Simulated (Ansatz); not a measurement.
Guessed and relaxed cells of B

The guess for B was made by a generator: 5-connected net of one element (Pmma, No. 51). The dimensions are guesses.

start.xyz

```xyz
8
Lattice="3.6975 0.0000 0.0000 0.0000 4.6915 0.0000 0.0000 0.0000 3.3916" Properties=species:S:1:pos:R:3 pbc="T T T"
B     1.7192    0.0000    2.5436
B     0.1296    0.0000    2.5436
B     1.9783    0.0000    0.8480
B     3.5679    0.0000    0.8480
B     0.0000    1.4881    0.0000
B     1.8487    3.2034    0.0000
B     0.0000    3.2034    0.0000
B     1.8487    1.4881    0.0000
```

Computed with DFT PBE, scalar-relativistic, plane waves, PAW in Ansatz 0.2.0. Cutoff 420 eV, Gaussian smearing, Γ-centred meshes. Cell and atoms relax first on a coarse mesh and then on a finer one. In between, the cell is made exact in the group found at 0.06 Å. In metals the finer mesh still leaves noise of several meV/atom or more. The steps can't lower the symmetry of their start. No spin polarisation.

end.xyz

```xyz
8
Lattice="5.2543 0.0000 0.0000 0.0000 4.5098 0.0000 0.0000 0.0000 3.0285" Properties=species:S:1:pos:R:3 pbc="T T T"
B     2.1876    0.0000    2.2688
B     0.4395    0.0000    2.2688
B     3.0667    0.0000    0.7597
B     4.8148    0.0000    0.7597
B     0.0000    1.4512    0.0000
B     2.6272    3.0586    0.0000
B     0.0000    3.0586    0.0000
B     2.6272    1.4512    0.0000
```

The symmetry stays Pmma (No. 51). The volume per atom grows by 22.0 %, from 7.4 to 9.0 Å³. The shortest distance goes from 1.59 Å (B–B) to 1.61 Å (B–B). The energy falls by about 0.65 eV/atom (the start's value is from the coarse mesh).

* Volume per atom: 8.97 Å³
* Density: 2.00 g/cm³
* Energy over the standard state: +0.61 eV/atom
* Gap on the 8×8×12 mesh of the 8-atom cell: 0 eV (a metal)

Energies count from the standard state of B at the same level. So it is a metastable form at best.

The last run used Gaussian smearing of 0.10 eV. Symmetry constrained the relaxation, so the result can be a saddle point. In all, the 3 runs took 2.8 min on 1 thread of Arm Neoverse V1, with other jobs on the host. Another cell of B relaxed alike, in P6_122, lies 152 meV/atom lower, so this cell isn't the stable form at this level.
